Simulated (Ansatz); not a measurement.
Space group R-3m:H (No. 166). a = 2.855 Å, b = 2.855 Å, c = 17.883 Å, α = 90.00°, β = 90.00°, γ = 120.00°
| atom | site | symmetry | x | y | z |
| --- | --- | --- | --- | --- | --- |
| Co | 3b | -3m | 0.6667 | 0.3333 | 0.8333 |
| Pt | 3a | -3m | 0.0000 | 0.0000 | 0.0000 |
| O | 6c | 3m | 0.0000 | 0.0000 | 0.8877 |

Equation of state of this CoPtO2 structure (not necessarily the ground state), with shape and atoms relaxed at each volume where symmetry leaves them free. It has no gap at any of these volumes. Level of theory: Ansatz, DFT PBE, scalar-relativistic, plane waves, PAW.

Settings: cutoff 420 eV, Γ-centred mesh 18×18×18 on the computed 4-atom cell, Gaussian smearing of 0.10 eV; no spin polarisation.

```
V (Å³/atom) E − E(largest V) (meV/atom) P (GPa)
      9.887                         6.34    16.35
     10.203                       -16.81     7.47
     10.518                       -23.92     0.01
     10.834                       -17.59    -6.24
     11.149                         0.00   -11.45
```

Question: Fit a third-order Birch–Murnaghan equation to E(V).

Answer: V0 = 10.52 Å³/atom, B0 = 227 GPa, B0' = 4.9.

Spin-orbit coupling is left out, which matters for the bands of heavy elements.